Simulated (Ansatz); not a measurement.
# Ta: relaxation of cell and atoms with PBEsol

Ta:

```
Ta
1.0
     2.90037    0.00000    0.00000
    -1.45019    2.51180    0.00000
     0.00000    0.00000    5.16627
Ta
2
Direct
  0.33333 0.66667 0.25000
  0.66667 0.33333 0.75000
```

This isn't the form of Ta at room conditions, which is bcc.

* Program: Ansatz 0.2.0
* Task: relaxation of cell and atoms
* Functional: PBEsol
* Potentials or basis: Ansatz PAW
* Cutoff: 420 eV (not typed: the program's choice for these potentials)
* k mesh: 11 × 11 × 5
* Occupations: fermi-dirac, width 0.05 eV
* Spin: no spin polarisation
* Target pressure: 30 GPa
* Target pressure (GPa): 30

The relaxed volume is 16.10 Å³/atom. The relaxed cell is a = 2.759 Å, b = 2.759 Å, c = 4.884 Å, α = 90.00°, β = 90.00°, γ = 120.00°. The space group after relaxing (to 0.05 Å) is P6_3/mmc (No. 194). The energy change on relaxing (the enthalpy is what falls) is +153.2 meV/atom and the ionic steps are 6. The pressure after relaxing is 30.0 GPa and the band gap on the k mesh is none (metal or under the smearing width).

The path:
| step | energy change (eV) | largest force (eV/Å) | volume (Å³) |
| --- | --- | --- | --- |
| 1 | 0.0000 | 0.0000 | 37.64 |
| 2 | 0.2724 | 0.0000 | 32.39 |
| 3 | 0.3115 | 0.0000 | 32.17 |
| 4 | 0.3060 | 0.0000 | 32.20 |
| 5 | 0.3055 | 0.0000 | 32.20 |
| 6 | 0.3065 | 0.0000 | 32.20 |

Final structure:
```
Ta
1.0
     2.75917    0.00000    0.00000
    -1.37959    2.38951    0.00000
     0.00000    0.00000    4.88434
Ta
2
Cartesian
  0.0000 1.5930 1.2211
  1.3796 0.7965 3.6633
```

Levels at points of the mesh, in eV from the Fermi level:
```csv
k point,band 9,band 10,band 11,band 12,band 13,band 14,band 15,band 16,band 17
"(0.00, 0.00, 0.00)",-8.76,-5.45,-0.76,0.50,0.52,0.52,1.24,1.24,3.36
```

Run time: 5 s on 2 threads of AMD EPYC 7R13 Processor (Zen 3), with other jobs on the host, peak memory 0.38 GiB.

Caveat: the plane-wave basis is chosen anew once the cell has moved, so the energies of steps on either side of that aren't comparable; the PAW data sets come from PBE, with cores solved anew for the run's functional, which leaves a small shift of forces and pressure. Spin-orbit coupling is left out, which matters for the levels of Ta.
